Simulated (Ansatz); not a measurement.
# CuCl (Nantokite): lattice vibrations and screening, part 2 of 2

The task, for CuCl (Nantokite): relax the cell, relax to small forces and stress and compute the phonons at Γ and, if it has a gap, its response to an electric field.

Ansatz 0.2.0; DFT r2SCAN, scalar-relativistic, plane waves, PAW. The steps go on from the part before.

### Step 4. A stricter relaxation

The COD entry's cell or inner coordinates are ideal or old and differ from later refinements, so a difference from it is no clean test against experiment.

The response runs start from a cell at rest, found with their own mesh and filling of the bands.

The input, input.yaml:

```yaml
crystal:
  lattice:
    - [0.0, 2.6787605208, 2.6787605208]
    - [2.6787605208, 0.0, 2.6787605208]
    - [2.6787605208, 2.6787605208, 0.0]
  atoms:
    - { symbol: Cu, position: [0.0, 0.0, 0.0] }
    - { symbol: Cl, position: [0.25, 0.25, 0.25] }
basis:
  ecutwfc: 500
kpoints:
  mp_grid: { grid: [10, 10, 10] }
hamiltonian:
  xc: r2scan
scf:
  occupations: { method: fixed }
output:
  forces: true
  stress: true
  eigenvalues: true
relax:
  adjacent_minimum: "off"
  f_tol: 0.001
  max_steps: 60
  cell: { stress_tol: 0.01 }
```

Started as:

```sh
$ ansatz run input.yaml --threads 1 --pin off --max-ram 2560MiB --backend cpu --events-out ev --progress --plain --runs-dir out
```

The log of the run, shortened:

```text
Warning: RAYON_NUM_THREADS=1 ignored (pool sized by the plan → 1); use --threads N
[...]
Pseudopotentials: kind: paw
Pseudopotential: Cu, paw, valence charge 19, recommended cutoff 500 eV (meta_gga), Cu.paw.azcp
Pseudopotential: Cl, paw, valence charge 7, recommended cutoff 500 eV (meta_gga), Cl.paw.azcp
Functional definition: r2SCAN
[...]
Crystal: 2 atoms, lattice volume = 38.444 Å³
Basis set: ecut = 500 eV, 941 PW (Γ), exchange–correlation on 120×120×120 points (64 copies of the dense FFT grid, shifted against one another)
Bands: 17, of which v1, the nominal top of the filled ones, is band 13 counted from 1 (12 counted from 0)
Symmetry: 24 space group operations
Space group: F-43m (ITA 216), of the structure as read, at distance tolerance 3.4e-5 Å
k-points: 47 of 1000 (time reversal used)
[...]
       -0.006670      -0.000000      -0.000000
       -0.000000      -0.006670      -0.000000
       -0.000000      -0.000000      -0.006670
  P = ⅓ Tr σ = -0.0067 GPa (-0.067 kbar)
--- Band table (eV; the first three rows and the last of 47) ---
  k-point 0: bands = ["-107.2974", "-63.1842", "-63.1842", "-63.1842", "-10.4021", "2.2788", "2.2788", "2.2788", "6.0125", "6.0125", "7.5882", "7.5882", "7.5882", "8.5586", "14.6878", "14.6878", "14.6878"]
[...]
--- Relaxed structure (2 steps of the walk, 2 accepted, 1 SCFs on fresh bases) ---
  F+E_penalty+E_count = -7715.86341530 eV   max|allowed force component| = 1.966e-17 eV/Å   (the final SCF, on the basis selected at the relaxed cell)
  cell:  # Å, volume = 38.4411 Å³
    - [-5.22275633371798e-34, 2.6786874441302344, 2.6786874441302344]
    - [2.6786874441302344, 1.0318128366613572e-33, 2.6786874441302344]
    - [2.6786874441302344, 2.6786874441302344, 1.706949631020023e-33]
  atoms:
    - { symbol: Cu, position: [-2.6661547962126434e-34, 3.2652907054739114e-34, 3.445031478252292e-34] }
    - { symbol: Cl, position: [0.25, 0.25, 0.25] }
```

Wall time 42 s (1 thread of AMD EPYC (Zen 3), shared host); peak memory 0.49 GiB.

The steps of the relaxation:

```
step  energy from step 1 (eV/cell)  largest force component (eV/Å)  pressure (GPa)  volume (Å³)
   1                        0.0000                          0.0000           -0.01        38.44
   2                        0.0000                          0.0000           -0.01        38.44
   3                        0.0000                          0.0000           -0.01        38.44
```

Step 1 is the start. Step 3 repeats the geometry before it on a plane-wave basis chosen anew for that cell, so its energy need not be comparable with the rows above.

Lengths and angles in the start's conventional setting:

|  | before | after | change |
| --- | --- | --- | --- |
| a (Å) | 5.358 | 5.357 | 0.0 % |
| b (Å) | 5.358 | 5.357 | 0.0 % |
| c (Å) | 5.358 | 5.357 | 0.0 % |
| volume (Å³/atom) | 19.22 | 19.22 | 0.0 % |
| shortest distance (Å) | 2.320 | 2.320 | 0.0 % |
| space group (0.01 Å) | F-43m | F-43m | same |

Forces and stress were held to the start's 24 operations: a distortion of lower symmetry was not tested.

### Step 5. Zone-centre modes

The input, input.yaml:

```yaml
crystal:
  lattice:
    - [0.0, 2.6786874441, 2.6786874441]
    - [2.6786874441, 0.0, 2.6786874441]
    - [2.6786874441, 2.6786874441, 0.0]
  atoms:
    - { symbol: Cu, position: [0.0, 0.0, 0.0] }
    - { symbol: Cl, position: [0.25, 0.25, 0.25] }
basis:
  ecutwfc: 500
kpoints:
  mp_grid: { grid: [10, 10, 10] }
hamiltonian:
  xc: r2scan
scf:
  occupations: { method: fixed }
output:
  eigenvalues: true
phonons:
  method: dfpt
  dielectric: true
  rigid_motions: translations
  eigenvectors: true
```

Started as:

```sh
$ ansatz run input.yaml --threads 1 --pin off --max-ram 2560MiB --backend cpu --events-out ev --progress --plain --runs-dir out
```

The log of the run:

```text
Warning: RAYON_NUM_THREADS=1 ignored (pool sized by the plan → 1); use --threads N
[... 10 set-up lines as earlier in the session ...]
Crystal: 2 atoms, lattice volume = 38.441 Å³
Basis set: ecut = 500 eV, 941 PW (Γ), exchange–correlation on 150×150×150 points (125 copies of the dense FFT grid, shifted against one another)
Bands: 17, of which v1, the nominal top of the filled ones, is band 13 counted from 1 (12 counted from 0)
[... 1 set-up line as earlier in the session ...]
k-points: 171 of 1000 (irreducible under 4 space group operations, time reversal used)
[... 10 set-up lines as earlier in the session ...]
SCF iter   1: F=—  HF=-7715.883770 eV  |F-HF|=—  |Δ(HF+E_count)|=         —  Δρ=2.61e-2  dr2=1.50e-1  dr2_τ=2.19e-3  ethr=1.77e-3  ⟨swp⟩=4.8  Hψ=13148  notcnv=0  defer=318
preconditioner: auto → none  [insulator: Δε(μ)=1.262 eV  Ē_g=11.321 eV  n_scr=14 (ndim 8)  ℏωp=25.4 eV  f_vac=0.134  ε∞_Penn≈6.0]
SCF iter   2: F=—  HF=-7715.914278 eV  |F-HF|=—  |Δ(HF+E_count)|=   3.05e-2  Δρ=2.67e-2  dr2=1.78e-1  dr2_τ=1.83e-3  ethr=5.77e-4  ⟨swp⟩=2.5  Hψ=6794  notcnv=0  defer=307
SCF iter   3: F=—  HF=-7715.863156 eV  |F-HF|=—  |Δ(HF+E_count)|=   5.11e-2  Δρ=2.60e-3  dr2=1.29e-3  dr2_τ=2.38e-5  ethr=5.77e-4  ⟨swp⟩=2.0  Hψ=5366  notcnv=0  defer=336
SCF iter   4: F=—  HF=-7715.863553 eV  |F-HF|=—  |Δ(HF+E_count)|=   3.97e-4  Δρ=1.45e-3  dr2=5.71e-4  dr2_τ=3.98e-5  ethr=4.97e-6  ⟨swp⟩=2.0  Hψ=4902  notcnv=0  defer=340
SCF iter   5: F=—  HF=-7715.863420 eV  |F-HF|=—  |Δ(HF+E_count)|=   1.33e-4  Δρ=5.22e-4  dr2=7.12e-5  dr2_τ=5.10e-7  ethr=2.20e-6  ⟨swp⟩=2.7  Hψ=4615  notcnv=0  defer=340
SCF iter   6: F=—  HF=-7715.863406 eV  |F-HF|=—  |Δ(HF+E_count)|=   1.42e-5  Δρ=2.55e-5  dr2=1.49e-7  dr2_τ=2.64e-8  ethr=2.74e-7  ⟨swp⟩=2.0  Hψ=3758  notcnv=0  defer=21
SCF iter   7: F=—  HF=-7715.863416 eV  |F-HF|=—  |Δ(HF+E_count)|=   1.07e-5  Δρ=3.85e-6  dr2=2.32e-9  dr2_τ=3.48e-10  ethr=5.72e-10  ⟨swp⟩=2.3  Hψ=4918  notcnv=0  defer=9
SCF iter   8: F=-7715.863416 eV  HF=-7715.863416 eV  |F-HF|=4.00e-11  |Δ(HF+E_count)|=   2.93e-9  Δρ=3.91e-7  dr2=4.47e-11  dr2_τ=8.67e-12  ethr=1.00e-12  ⟨swp⟩=5.9  Hψ=18248  notcnv=0
SCF 1 converged in 8 iterations: F = -7715.863416 eV  dr2 = 4.47e-11
NSCF: frozen V_eff on 2 k-points
DFPT response loops at Γ: preconditioner auto → none (the input reference at scf.mixing.eps_inf says where Resta's filter doesn't serve); β = 0.50; Broyden in place of MSR1
── the response to a field inside a basis, on 10×10×10 k-points: an SCF that follows is theirs, and a resumed run solves both again ──
Bands: 14, of which v1, the nominal top of the filled ones, is band 13 counted from 1 (12 counted from 0)
k-points: 110 of 1000 (irreducible under 6 space group operations, time reversal used)
[... 2 set-up lines as earlier in the session ...]
Eigensolver: Dense (110 Hₖ)
SCF iter   1: F=—  HF=-7715.861552 eV  |F-HF|=—  |Δ(HF+E_count)|=         —  Δρ=1.19e-4  dr2=9.68e-7  dr2_τ=1.12e-6  ethr=1.00e-1
preconditioner: auto → none  [insulator: Δε(μ)=1.117 eV  Ē_g=8.612 eV  n_scr=14 (ndim 8)  ℏωp=25.4 eV  f_vac=0.134  ε∞_Penn≈9.7]
SCF iter   2: F=—  HF=-7715.861553 eV  |F-HF|=—  |Δ(HF+E_count)|=   1.65e-6  Δρ=8.87e-5  dr2=1.06e-6  dr2_τ=1.45e-7  ethr=3.72e-9
SCF iter   3: F=—  HF=-7715.861554 eV  |F-HF|=—  |Δ(HF+E_count)|=   7.22e-7  Δρ=9.68e-5  dr2=2.32e-6  dr2_τ=2.41e-8  ethr=3.72e-9  recentre
SCF iter   4: F=-7715.861553 eV  HF=-7715.861553 eV  |F-HF|=1.03e-8  |Δ(HF+E_count)|=   6.39e-7  Δρ=6.41e-6  dr2=3.23e-9  dr2_τ=1.61e-9  ethr=3.72e-9
SCF 1 converged in 4 iterations: F = -7715.861553 eV  dr2 = 3.23e-9
DFPT response loops at Γ: mixed as the last ones told, above
SCF converged after 8 iterations
Free energy (F): -7715.863416 eV
Harris-Foulkes:  -7715.863416 eV  (|F-HF|=4.00e-11)
Internal energy: -7715.863416 eV  (E = F + TS)
E sigma→0 (E₀):  -7715.863416 eV
Fermi energy:    7.588180 eV
--- Per-component energies (eV) ---
  E_band       = -539.229869
  E_kinetic    = 461.779620
  E_local      = -5834.828262  (includes V_loc(G=0)·N_el)
  E_nonlocal   = 443.514619
  E_hartree    = 2573.904420
  E_xc         = -185.056430
  E_vxc        = -254.524584  (∫ρ·V_xc dr)
  E_paw        = -2361.793441  (= ΣΔE_a)
  E_vpaw       = -518.176098  (= ΣTr[D̂ρ^β])
  E_aug_tail   = 0.000193  (compensation charges beyond the density's cutoff)
  E_vtau       = 15.196309  (kinetic-family band-sum trace: ∫τ·v_τ [+ j·A + Jᵃ·Aᵃ] dr)
  E_ewald      = -2812.946621
  E_core_change = -0.437515  (= ΣΔE_core)
  E_smearing   = -0.000000  (= −TS)
  E_closure    = -0.000000  (closes the sum)
  Σ components = -7715.863416   (vs F -7715.863416, Δ=0.00e0)
--- Band table (eV; the first three rows and the last of 171) ---
  k-point 0: bands = ["-107.2974", "-63.1842", "-63.1842", "-63.1842", "-10.4021", "2.2788", "2.2788", "2.2788", "6.0125", "6.0125", "7.5882", "7.5882", "7.5882", "8.5585", "14.6878", "14.6878", "14.6878"]
  k-point 1: bands = ["-107.2974", "-63.1842", "-63.1842", "-63.1842", "-10.3589", "2.0774", "2.2820", "2.2820", "6.0058", "6.0058", "7.3294", "7.5374", "7.5374", "9.0126", "14.4437", "14.8310", "14.8310"]
  k-point 2: bands = ["-107.2974", "-63.1844", "-63.1842", "-63.1842", "-10.2429", "1.5966", "2.2893", "2.2893", "5.9993", "5.9993", "6.9159", "7.4020", "7.4020", "9.8580", "14.0765", "15.1159", "15.1159"]
  k-point 170: bands = ["-107.2974", "-63.1847", "-63.1845", "-63.1844", "-9.7720", "1.1087", "1.4242", "2.1161", "5.8070", "5.9539", "6.2123", "6.4357", "6.7700", "12.9631", "13.2498", "15.0258", "16.4110"]
--- Phonons (Γ-DFPT): 2 representative perturbations + reference, on 171 of 1000 k-points (Σ response iterations 11) ---
  k mesh reduced under 4 symmetry operations, with k and −k counted as one. Each operation leaves every solved perturbation unchanged. A smaller set is not considered because the functional reads the kinetic-energy density
  ASR residual: 2.530e-4 → 0.000e0 eV/Å²; symmetrization residual: 1.361e-5 eV/Å²
  ASR residual per site (eV/Å²): 9.17e-5 2.53e-4
  Γ frequencies (cm⁻¹): 0.00 0.00 0.00 155.88 155.88 155.88
  ε∞ (high-frequency dielectric tensor):
        4.497998     0.000000    -0.000000
        0.000000     4.497998     0.000000
       -0.000000     0.000000     4.497998
  ε⁰ (static dielectric tensor: ions relaxed, cell fixed):
        6.951525    -0.000000    -0.000000
       -0.000000     6.951525     0.000000
       -0.000000     0.000000     6.951525
  ε⁰ − ε∞ (ionic part):
        2.453527    -0.000000    -0.000000
       -0.000000     2.453527     0.000000
       -0.000000     0.000000     2.453527
  softest optical mode at Γ: 155.88 cm⁻¹; the repairs (sum rule, projections) moved no ω² at Γ by more than (1.60 cm⁻¹)²
  Born effective charges Z* (e; rows j = field, columns β = displacement):
    site 0:
         1.02947   -0.00000    0.00000
         0.00000    1.02947    0.00000
        -0.00000    0.00000    1.02947
    site 1:
        -1.02947    0.00000   -0.00000
        -0.00000   -1.02947   -0.00000
         0.00000   -0.00000   -1.02947
  Z* charge neutrality: 4.422e-4 e pre-enforcement
  solved inside a basis spanned on kpoints, on 10×10×10 k-points, its susceptibility summed on 14×14×14: ε∞ is read to err by 1.1e-2, Z* by 2.0e-2 e (field_mesh: kpoints solves on kpoints); Z* is corrected for what the basis lacks
  optical modes at Γ without the LO–TO term, one row a degenerate level:
      ω (cm⁻¹)  modes    IR ((D/Å)²/amu)
        155.88      3             3.2235
  optical modes at Γ + LO–TO along q̂ = [1.0000, 0.0000, 0.0000]:
      ω (cm⁻¹)  modes    IR ((D/Å)²/amu)
        155.88      2             2.1490
        193.78      1             1.0745
  optical modes at Γ + LO–TO along q̂ = [0.0000, 1.0000, 0.0000]:
      ω (cm⁻¹)  modes    IR ((D/Å)²/amu)
        155.88      2             2.1490
        193.78      1             1.0745
  optical modes at Γ + LO–TO along q̂ = [0.0000, 0.0000, 1.0000]:
      ω (cm⁻¹)  modes    IR ((D/Å)²/amu)
        155.88      2             2.1490
        193.78      1             1.0745
```

It took 9.7 min on 1 thread of AMD EPYC (Zen 3), shared host; peak memory 1.4 GiB.

Optical levels at the zone centre, without the three acoustic modes and without the macroscopic field of LO modes (i: imaginary):

```
cm⁻¹   THz  modes  IR intensity ((D/Å)²/amu)
 156  4.67      3                       3.22
```

Displacements in the lowest optical mode (156 cm⁻¹), eigenvector over the root of the mass, scaled so that the longest move is 1. It is one member of a degenerate level, so its direction within the level is arbitrary.

```
atom      x     y     z
 Cu1   0.56  0.00  0.00
 Cl2  -1.00  0.00  0.00
```

Diagonal Born charges in e, distinct sites:

```
atom   Z*xx   Z*yy   Z*zz   mean
 Cu1   1.03   1.03   1.03   1.03
 Cl2  -1.03  -1.03  -1.03  -1.03
```

Each polar mode adds Δε = (4.92064×10⁷/V)·S/ν² along x (S its oscillator strength in e²/amu, ν in cm⁻¹, V = 38.44 Å³):

```
ν (cm⁻¹)    S_xx    Δε
   155.9  0.0466  2.45
```

The sum is 2.45; with ε∞,xx = 4.50 that makes 6.95, and the run's static tensor has 6.95.

For a wave vector along x the longitudinal modes lie at 194 cm⁻¹. The Lyddane–Sachs–Teller product Π(ν_LO/ν_TO)² = 1.55 matches ε0/ε∞ = 1.55.

### Step 6. What came out

The summary covers parts 1 to 2. Changes of volume or cell count from the first structure of part 1.

```
                                                               quantity                                                                      value
                                            relaxed cell (conventional)  a = 5.357 Å, b = 5.357 Å, c = 5.357 Å, α = 90.00°, β = 90.00°, γ = 90.00°
                                                   space group (0.01 Å)                                                            F-43m (No. 216)
                                                                 volume                                                              19.22 Å³/atom
formation energy (elements from runs with the same settings, not shown)                                                              -0.55 eV/atom
                              optical modes at Γ (without the LO field)                                                                   156 cm⁻¹
                                                   ε∞, principal values                                                                       4.50
                                                  ε0 with the ions free                                                                        7.0
                                                      mean Born charges                                                       Cu +1.03, Cl -1.03 e
                                                 LO modes for q along x                                                                   194 cm⁻¹
```

In words: Relaxation lowered the volume by 2.7 %. The start is a reported cell, which holds thermal expansion that this zero-temperature run lacks. Measured lattice constant a of CuCl: 5.416 Å (a printed reference work, data compilation). This calculation gives 5.357 Å (-1.1 %). That is the cell relaxed with r2SCAN, without thermal expansion or zero-point motion. All optical modes at Γ are real, so no distortion that keeps the cell lowers the energy to second order; that says nothing of other wave vectors. Of the static screening, 35 % comes from the ions' motion.
